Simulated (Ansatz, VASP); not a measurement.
Ti: VASP beside Ansatz

```
Ti
1.0
     2.95000    0.00000    0.00000
    -1.47500    2.55477    0.00000
     0.00000    0.00000    4.68600
Ti
2
Direct
  0.33333 0.66667 0.25000
  0.66667 0.33333 0.75000
```

Alike in both runs: task single point; functional PBEsol; k mesh 18 × 18 × 10; occupations gaussian, width 0.15 eV; no spin polarisation.

|  | VASP | Ansatz |
| --- | --- | --- |
| version | VASP 6.6.1 | Ansatz 0.2.0 |
| potentials or method | VASP PAW PBE potentials, release 64 (Ti_sv) | scalar-relativistic, plane waves, PAW |
| plane-wave cutoff (eV) | 520 | 420 |
| valence electrons in the cell | 24 | 24 |

VASP gave:

* gap on the k mesh at the Fermi level (eV): none
* pressure (GPa): -6.1
* largest component of the traceless stress (GPa): 0.38

Question: What did Ansatz give for the same quantities?

Answer: gap on the k mesh at the Fermi level (eV): none; pressure (GPa): -5.9; largest component of the traceless stress (GPa): 0.38.

A gap of «none» marks a metal or a gap that the smearing closes. With one functional, cell and mesh, what is left measures potentials, basis and numerics.

Caveats: the PAW data sets were made with another functional, which shifts forces and pressure a little (VASP).
